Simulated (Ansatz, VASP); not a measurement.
# BN in VASP and in Ansatz

```xyz
4
Lattice="2.5406 0.0000 0.0000 -1.2703 2.2002 0.0000 0.0000 0.0000 4.2027" Properties=species:S:1:pos:R:3 pbc="T T T"
B     0.0000    1.4668   -0.2384
B     1.2703    0.7334    1.8629
N     0.0000    1.4668    1.8102
N     1.2703    0.7334    3.9115
```

Change from the starting cell: polar distortion scaled by 0.10.

Alike in both runs: task single point; functional PBEsol; k mesh 15 × 15 × 8; no spin polarisation.

|  | VASP | Ansatz |
| --- | --- | --- |
| version | VASP 6.6.1 | Ansatz 0.2.0 |
| potentials or method | VASP PAW PBE potentials, release 64 (B, N) | scalar-relativistic, plane waves, PAW |
| plane-wave cutoff (eV) | 520 | 420 |
| occupations | gaussian, width 0.01 eV | fixed |
| valence electrons in the cell | 16 | 16 |

Ansatz gave:

- gap on the k mesh at the Fermi level (eV): 2.97
- least direct gap on the mesh (eV): 4.83
- pressure (GPa): 26.9
- largest component of the traceless stress (GPa): 40.34
- rms of the force components (eV/Å): 0.449

Problem. Estimate VASP's values.

Solution. gap on the k mesh at the Fermi level (eV): 2.96; least direct gap on the mesh (eV): 4.83; pressure (GPa): 27.7; largest component of the traceless stress (GPa): 39.50; rms of the force components (eV/Å): 0.451.

Atom by atom the forces differ by 0.002 eV/Å (rms over components). Ansatz warned: «pseudo_functional_mismatch».

Caveats: so large a pressure means that the cell lies far from this level's equilibrium, or that cutoff or potentials fall short (VASP); the potentials were made for another functional, which shifts forces and pressure (VASP); an odd mesh through Γ misses points on the zone boundary, where band edges often lie.
